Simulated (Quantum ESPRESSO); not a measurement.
# Si (Fd-3m) in Quantum ESPRESSO: single point with PBE

Aim: the single point of Si with PBE.

All numbers are computed with Quantum ESPRESSO 7.5; they aren't measurements. Logs are shortened: lines on timing, memory, paths and dates and some standing lists are left out, and cuts for length are marked.

## 1. The crystal as given

The structure is cubic, space group Fd-3m (No. 227). The conventional cell has a = 5.444 Å, b = 5.444 Å, c = 5.444 Å, α = 90.00°, β = 90.00°, γ = 90.00°. Si (site symmetry -43m) is surrounded by 4 Si at 2.36 Å.

## 2. Single point, PBE

The input, run.py:

```python
import numpy as np
from ase.calculators.espresso import Espresso, EspressoProfile
from ase.io import read

atoms = read('POSCAR')

input_data = {
    'control': {'calculation': 'scf', 'prefix': 'pwscf', 'outdir': './tmp', 'tprnfor': True, 'tstress': True, 'disk_io': 'nowf'},
    'system': {'ecutwfc': 55.0, 'ecutrho': 440.0, 'nbnd': 9, 'occupations': 'smearing', 'smearing': 'fd', 'degauss': 0.00367493},
    'electrons': {'conv_thr': 4e-10, 'electron_maxstep': 120, 'mixing_beta': 0.5},
}
pseudopotentials = {'Si': 'Si.pbe-n-rrkjus_psl.1.0.0.UPF'}
profile = EspressoProfile(command='pw.x', pseudo_dir='pseudo')
atoms.calc = Espresso(profile=profile, input_data=input_data, pseudopotentials=pseudopotentials, kpts=(8, 8, 8), koffset=(0, 0, 0))

print(f'energy {atoms.get_potential_energy():.8f} eV')
print('forces (eV/A)')
print(np.round(atoms.get_forces(), 6))
print('stress (eV/A^3, Voigt)')
print(np.round(atoms.get_stress(), 8))
print(f'Fermi level {atoms.calc.get_fermi_level():.4f} eV')
```

The input, POSCAR:

```
Si
1.0
    0.0000000000      2.7218511865      2.7218511865
    2.7218511865      0.0000000000      2.7218511865
    2.7218511865      2.7218511865      0.0000000000
Si
2
Direct
    0.5000000000      0.5000000000      0.5000000000
    0.7500000000      0.7500000000      0.7500000000
```

Potentials or basis: SSSP 1.3 efficiency PBE.

Launch:

```bash
OMP_NUM_THREADS=1 python run.py
```

The log of the run:

```text
energy -310.75088274 eV
forces (eV/A)
[[ 0. -0.  0.]
 [-0.  0. -0.]]
stress (eV/A^3, Voigt)
[-0.00811468 -0.00811468 -0.00811468 -0.         -0.          0.        ]
Fermi level 6.4227 eV
```

espresso.pwi:

```text
&CONTROL
   calculation      = 'scf'
   tstress          = .true.
   tprnfor          = .true.
   outdir           = './tmp'
   prefix           = 'pwscf'
   disk_io          = 'nowf'
   pseudo_dir       = 'pseudo'
/
&SYSTEM
   nbnd             = 9
   ecutwfc          = 55.0
   ecutrho          = 440.0
   occupations      = 'smearing'
   degauss          = 0.00367493
   smearing         = 'fd'
   ntyp             = 1
   nat              = 2
   ibrav            = 0
/
&ELECTRONS
   electron_maxstep = 120
   conv_thr         = 4e-10
   mixing_beta      = 0.5
/
&IONS
/
&CELL
/
&FCP
/
&RISM
/
ATOMIC_SPECIES
Si 28.085 Si.pbe-n-rrkjus_psl.1.0.0.UPF

K_POINTS automatic
8 8 8  0 0 0

CELL_PARAMETERS angstrom
0.00000000000000 2.72185118650000 2.72185118650000
2.72185118650000 0.00000000000000 2.72185118650000
2.72185118650000 2.72185118650000 0.00000000000000

ATOMIC_POSITIONS angstrom
Si 2.7218511865 2.7218511865 2.7218511865  
Si 4.0827767797 4.0827767797 4.0827767797
```

espresso.pwo:

```text
This program is part of the open-source Quantum ESPRESSO suite
     for quantum simulation of materials; please cite
         "P. Giannozzi et al., J. Phys.:Condens. Matter 21 395502 (2009);
         "P. Giannozzi et al., J. Phys.:Condens. Matter 29 465901 (2017);
         "P. Giannozzi et al., J. Chem. Phys. 152 154105 (2020);
     in publications or presentations arising from this work. More details at

Warning: card &CELL ignored
Warning: card &FCP ignored
Warning: card &RISM ignored

     Message from routine setup:
     using ibrav=0 with symmetry is DISCOURAGED, use correct ibrav instead

     G-vector sticks info
     --------------------
     sticks:   dense  smooth     PW     G-vecs:    dense   smooth      PW
     Sum        1615     805    253                42615    15065    2637

     Using Slab Decomposition

     bravais-lattice index     =            0
     lattice parameter (alat)  =       7.2741  a.u.
     unit-cell volume          =     272.1571 (a.u.)^3
     number of atoms/cell      =            2
     number of atomic types    =            1
     number of electrons       =         8.00
     number of Kohn-Sham states=            9
     kinetic-energy cutoff     =      55.0000  Ry
     charge density cutoff     =     440.0000  Ry
     scf convergence threshold =      4.0E-10
     mixing beta               =       0.5000
     number of iterations used =            8  plain     mixing
     Exchange-correlation= PBE
                           (   1   4   3   4   0   0   0)

     celldm(1)=   7.274083  celldm(2)=   0.000000  celldm(3)=   0.000000
     celldm(4)=   0.000000  celldm(5)=   0.000000  celldm(6)=   0.000000

     crystal axes: (cart. coord. in units of alat)
               a(1) = (   0.000000   0.707107   0.707107 )
               a(2) = (   0.707107   0.000000   0.707107 )
               a(3) = (   0.707107   0.707107   0.000000 )

     reciprocal axes: (cart. coord. in units 2 pi/alat)
               b(1) = ( -0.707107  0.707107  0.707107 )
               b(2) = (  0.707107 -0.707107  0.707107 )
               b(3) = (  0.707107  0.707107 -0.707107 )

     PseudoPot. # 1 for Si read from file:
     Si.pbe-n-rrkjus_psl.1.0.0.UPF
     Pseudo is Ultrasoft + core correction, Zval =  4.0
     Generated using "atomic" code by A. Dal Corso  v.5.1
     Using radial grid of 1141 points,  6 beta functions with:
                l(1) =   0
                l(2) =   0
                l(3) =   1
                l(4) =   1
                l(5) =   2
                l(6) =   2
     Q(r) pseudized with 0 coefficients

     atomic species   valence    mass     pseudopotential
     Si                4.00    28.08500     Si( 1.00)

     48 Sym. Ops., with inversion, found (24 have fractional translation)

   Cartesian axes

     site n.     atom                  positions (alat units)
         1        Si     tau(   1) = (   0.7071068   0.7071068   0.7071068  )
         2        Si     tau(   2) = (   1.0606602   1.0606602   1.0606602  )

     number of k points=    29  Fermi-Dirac smearing, width (Ry)=  0.0037
                       cart. coord. in units 2pi/alat
        k(    1) = (   0.0000000   0.0000000   0.0000000), wk =   0.0039062
        k(    2) = (   0.0883883   0.0883883  -0.0883883), wk =   0.0312500
        k(    3) = (   0.1767767   0.1767767  -0.1767767), wk =   0.0312500
        k(    4) = (   0.2651650   0.2651650  -0.2651650), wk =   0.0312500
        k(    5) = (  -0.3535534  -0.3535534   0.3535534), wk =   0.0156250
        k(    6) = (   0.1767767   0.0000000   0.0000000), wk =   0.0234375
[... 21 lines left out ...]
        k(   28) = (  -0.7071068   0.1767767  -0.0000000), wk =   0.0468750
        k(   29) = (  -0.7071068   0.3535534   0.0000000), wk =   0.0234375

     Dense  grid:    42615 G-vectors     FFT dimensions: (  60,  60,  60)

     Smooth grid:    15065 G-vectors     FFT dimensions: (  36,  36,  36)

     Initial potential from superposition of free atoms

     starting charge       7.9989, renormalised to       8.0000
     Starting wfcs are    8 randomized atomic wfcs +    1 random wfcs

     Self-consistent Calculation

     iteration #  1     ecut=    55.00 Ry     beta= 0.50
     Davidson diagonalization with overlap
     ethr =  1.00E-02,  avg # of iterations =  6.3

     Threshold (ethr) on eigenvalues was too large:
     Diagonalizing with lowered threshold

     Davidson diagonalization with overlap
     ethr =  6.61E-04,  avg # of iterations =  1.3

     total energy              =     -22.83973327 Ry
     estimated scf accuracy    <       0.05534526 Ry

     iteration #  2     ecut=    55.00 Ry     beta= 0.50
     Davidson diagonalization with overlap
     ethr =  6.92E-04,  avg # of iterations =  1.0
[... 29 lines left out ...]
     total energy              =     -22.83977060 Ry
     estimated scf accuracy    <          2.8E-09 Ry

     iteration #  7     ecut=    55.00 Ry     beta= 0.50
     Davidson diagonalization with overlap
     ethr =  3.48E-11,  avg # of iterations =  2.5

     End of self-consistent calculation

          k = 0.0000 0.0000 0.0000 (  1893 PWs)   bands (ev):

    -5.7840   6.1287   6.1287   6.1287   8.6881   8.6881   8.6881   9.4066
    13.8543

          k = 0.0884 0.0884-0.0884 (  1880 PWs)   bands (ev):

    -5.5812   4.5313   5.8415   5.8415   8.6089   9.1099   9.1099  10.7728
    13.3758

          k = 0.1768 0.1768-0.1768 (  1886 PWs)   bands (ev):
[... 6 lines left out ...]
    -4.1027   0.2053   5.0469   5.0469   7.7683   9.5815   9.5815  14.0011
    14.7042

          k =-0.3536-0.3536 0.3536 (  1892 PWs)   bands (ev):

    -3.4713  -0.8088   4.9353   4.9353   7.6403   9.4734   9.4734  13.8542
    17.4228

          k = 0.1768 0.0000 0.0000 (  1876 PWs)   bands (ev):

    -5.5129   4.7872   5.3279   5.3279   8.1412   9.8210   9.8210  10.4605
    12.6345

          k = 0.2652 0.0884-0.0884 (  1892 PWs)   bands (ev):

    -5.0473   2.9088   4.8189   4.8908   8.2760   9.8061  10.5831  10.8800
    13.5830

          k = 0.3536 0.1768-0.1768 (  1887 PWs)   bands (ev):
[... 11 lines left out ...]
    -3.6266  -0.2237   3.6794   4.8694   8.4724   9.7486   9.9969  14.0159
    14.2201

          k =-0.0884-0.2652 0.2652 (  1882 PWs)   bands (ev):

    -4.5423   1.5160   3.8315   5.3578   8.8248   9.8002   9.9803  12.3983
    12.6121

          k = 0.0000-0.1768 0.1768 (  1895 PWs)   bands (ev):

    -5.2472   3.4461   4.5124   5.8363   9.1434   9.2463   9.4800  11.6356
    12.4853

          k = 0.3536 0.0000 0.0000 (  1876 PWs)   bands (ev):

    -4.7091   2.6088   4.2512   4.2512   7.2668   9.2659  11.8630  11.8630
    14.1216

          k = 0.4419 0.0884-0.0884 (  1888 PWs)   bands (ev):

    -4.0039   1.1941   3.4755   3.9346   7.4877   9.0293  12.0958  12.3778
    16.2322

          k =-0.1768-0.5303 0.5303 (  1872 PWs)   bands (ev):

    -3.0853  -0.2363   2.6173   3.9373   7.6580  10.5751  11.8390  12.0356
    16.2964

          k =-0.0884-0.4419 0.4419 (  1865 PWs)   bands (ev):

    -2.8835  -0.4918   2.1625   4.2534   7.9787  11.5751  11.5973  13.0634
    14.1018

          k = 0.0000-0.3536 0.3536 (  1863 PWs)   bands (ev):

    -3.7544   0.6598   2.4030   4.8080   8.5753  10.9034  11.2488  12.2377
    12.5881

          k = 0.5303-0.0000 0.0000 (  1868 PWs)   bands (ev):

    -3.4051   0.3921   3.5385   3.5385   6.7574   7.6838  14.1338  14.1338
    16.7626

          k =-0.0884-0.6187 0.6187 (  1863 PWs)   bands (ev):

    -2.5141  -0.6866   2.7177   3.4626   7.0377   8.1045  14.3640  14.4394
    16.8401

          k = 0.0000-0.5303 0.5303 (  1878 PWs)   bands (ev):

    -2.0808  -1.0793   1.8599   3.7184   7.3451  10.2548  13.5661  14.1123
    14.3063

          k =-0.7071 0.0000 0.0000 (  1868 PWs)   bands (ev):

    -1.6666  -1.6666   3.2941   3.2941   6.8550   6.8550  16.1697  16.1697
    17.0914

          k = 0.3536 0.1768 0.0000 (  1889 PWs)   bands (ev):

    -4.4634   1.8441   3.4349   4.7090   8.5756  10.0043  10.3304  11.6106
    13.8966

          k =-0.2652-0.4419 0.6187 (  1876 PWs)   bands (ev):

    -3.5818   0.3031   2.8281   4.2121   9.0032   9.6761  11.1358  12.0472
    15.1230

          k =-0.1768-0.3536 0.5303 (  1868 PWs)   bands (ev):
[... 6 lines left out ...]
    -3.2083   0.1744   2.7902   3.3894   8.0803   8.7825  11.8601  14.0841
    16.2681

          k =-0.0884-0.4419 0.6187 (  1867 PWs)   bands (ev):

    -2.3410  -0.7869   2.0982   3.1903   8.5217  10.4095  11.3841  13.5391
    14.5015

          k = 0.0000-0.3536 0.5303 (  1873 PWs)   bands (ev):

    -2.6892  -0.4255   1.9329   3.5632   8.9980  10.6654  11.3289  13.1385
    13.9634

          k =-0.7071 0.1768-0.0000 (  1860 PWs)   bands (ev):

    -1.5901  -1.5901   2.7367   2.7367   8.1068   8.1068  13.9436  13.9436
    16.6633

          k =-0.7071 0.3536 0.0000 (  1888 PWs)   bands (ev):

    -1.5060  -1.5060   2.3058   2.3058  10.4033  10.4033  11.1066  11.1066
    16.6638

     the Fermi energy is     6.4227 ev

!    total energy              =     -22.83977061 Ry
     estimated scf accuracy    <          1.3E-10 Ry
     smearing contrib. (-TS)   =      -0.00000186 Ry
     internal energy E=F+TS    =     -22.83976875 Ry

     The total energy is F=E-TS. E is the sum of the following terms:
     one-electron contribution =       5.10975259 Ry
     hartree contribution      =       1.10768623 Ry
     xc contribution           =     -12.30054855 Ry
     ewald contribution        =     -16.75665902 Ry

     convergence has been achieved in   7 iterations

     Forces acting on atoms (cartesian axes, Ry/au):

     atom    1 type  1   force =     0.00000000   -0.00000000    0.00000000
     atom    2 type  1   force =    -0.00000000    0.00000000   -0.00000000

     Total force =     0.000000     Total SCF correction =     0.000000

     Computing stress (Cartesian axis) and pressure

          total   stress  (Ry/bohr**3)                   (kbar)     P=       13.00
   0.00008838  -0.00000000   0.00000000           13.00       -0.00        0.00
  -0.00000000   0.00008838   0.00000000           -0.00       13.00        0.00
   0.00000000  -0.00000000   0.00008838            0.00       -0.00       13.00

=------------------------------------------------------------------------------=
   JOB DONE.
=------------------------------------------------------------------------------=
```

Run time: 10 s. Hardware: 1 thread of Arm Neoverse V2, shared host; peak memory 0.18 GiB.

What came out:

```
Free energy            : -310.7509 eV
Pressure               : 1.3 GPa
Band gap on the k mesh : 0.63 eV, indirect (least direct gap 2.56 eV)
```

## 3. For comparison

An earlier run on the cell as given: functional PBE; potentials or basis SSSP 1.3 efficiency PBE; cutoff 748 eV; density cutoff 5987 eV; k mesh 8 × 8 × 8; occupations fermi-dirac, width 0.05 eV; no spin polarisation.

- Pressure: 1.3 GPa
- Band gap on the k mesh: 0.63 eV, indirect (least direct gap 2.56 eV)
